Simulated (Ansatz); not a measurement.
## Te2Pt (Moncheite) under changes of volume

One of the cells (24.143 Å³/atom); the others are scaled copies at fixed shape and fractional positions:

```
CELL_PARAMETERS angstrom
4.01000 0.00000 0.00000
-2.00500 3.47276 0.00000
0.00000 0.00000 5.20100
ATOMIC_POSITIONS crystal
Pt 0.00000 0.00000 0.00000
Te 0.66667 0.33333 0.75000
Te 0.33333 0.66667 0.25000
```

```yaml
Program: Ansatz 0.2.0
Functional: r2SCAN
Potentials_or_basis: Ansatz PAW
Cutoff: "500 eV (not typed: the program's choice for these potentials)"
k_mesh: 8 × 8 × 5
Occupations: fermi-dirac, width 0.05 eV
Spin: no spin polarisation
```

```tsv
volume (Å³/atom)	energy over the lowest point (meV/atom)	pressure (GPa)	largest force (eV/Å)
22.694	135.15	16.5	1.701
23.177	90.81	13.0	1.390
23.660	56.50	9.8	1.106
24.143	?	?	?
24.626	13.84	4.5	0.606
25.108	3.71	2.2	0.387
25.591	0.00	0.2	0.186
```

Problem. What does the run at 24.143 Å³/atom give?

Solution. Energy over the lowest point 31.16 meV/atom; pressure 7.0 GPa; largest force 0.845 eV/Å.

Worked out: A Birch-Murnaghan fit of order 3 (a polynomial in V^(-2/3)) to the other rows has its minimum at 25.65 Å³/atom, just outside them, with B0 = V·E''(V) = 100 GPa and B' = 4.8 at fixed shape and positions, which overstates the stiffness. It gives 31.16 meV/atom at 24.143 Å³/atom, against the run's 31.16, and -dE/dV = 7.0 GPa, against 7.0.

Energies are extrapolated to zero smearing.

Caveats: the PAW data sets come from PBE, with cores solved anew for the run's functional, which leaves a small shift of forces and pressure; forces of over 1 eV/Å show positions far from the minimum, so gaps and moduli don't describe the material at rest (some runs).
